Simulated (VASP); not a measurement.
A run of VASP 6.6.1:

The input INCAR:

```
ALGO = Fast
EDIFF = 1E-6
EDIFFG = -0.02
ENCUT = 600
GGA = 91
IBRION = 2
ISIF = 3
ISMEAR = -1
LASPH = T
LCHARG = F
LREAL = F
LWAVE = F
NELM = 100
NSW = 60
PREC = Accurate
SIGMA = 0.05
```

Contents of KPOINTS:

```
k-points
0
Gamma
  10 10 9
```

POSCAR

```
WC
1.0
    2.9065000000      0.0000000000      0.0000000000
   -1.4532500000      2.5171028361      0.0000000000
    0.0000000000      0.0000000000      2.8366000000
W C
1 1
Direct
    0.0000000000      0.0000000000      0.0000000000
    0.6666666667      0.3333333333      0.5000000000
```

Potentials or basis: VASP PAW PBE potentials, release 64 (W_sv, C).

Run with:

```sh
$ cat potpaw_PBE.64/W_sv/POTCAR potpaw_PBE.64/C/POTCAR > POTCAR
$ mpirun -np 1 vasp_std > vasp.out
```

Hardware: 1 thread of Intel(R) Xeon(R) 6975P-C (Granite Rapids), with other jobs on the host.

How long does it take, and how much memory?

It took 30 s on 1 thread of Intel(R) Xeon(R) 6975P-C (Granite Rapids), with other jobs on the host, peak memory 0.16 GiB. Counts: scf iterations 56, k points 70, ion steps 7.
